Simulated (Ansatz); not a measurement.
Ge:

```
CELL_PARAMETERS angstrom
3.99759 0.00000 0.00000
-1.99879 3.46201 0.00000
0.00000 0.00000 6.59938
ATOMIC_POSITIONS crystal
Ge 0.33333 0.66667 0.93710
Ge 0.66667 0.33333 0.43710
Ge 0.33333 0.66667 0.56290
Ge 0.66667 0.33333 0.06290
```

This isn't the form of Ge at room conditions, which is diamond.

Base run:

| Quantity | Value |
| --- | --- |
| Program | Ansatz 0.2.0 |
| Functional | PBEsol |
| Potentials or basis | all-electron LAPW, scalar-relativistic |
| Cutoff | 291 eV |
| Density cutoff | 1164 eV |
| Basis error allowed | 0.002 eV/atom |
| k mesh | 8 × 8 × 4 |
| Occupations | fermi-dirac, width 0.05 eV |
| Spin | no spin polarisation |

Its results: pressure 0.0 GPa; largest force 0.005 eV/Å.

**Question.** The run is repeated on the same cell with these changes: functional from PBEsol to LDA. What comes out?

**Answer.** Pressure -1.9 GPa; largest force 0.003 eV/Å.

LDA binds more tightly than PBEsol, so the same cell stands under less pressure.

Not every run made on this cell is shown here.
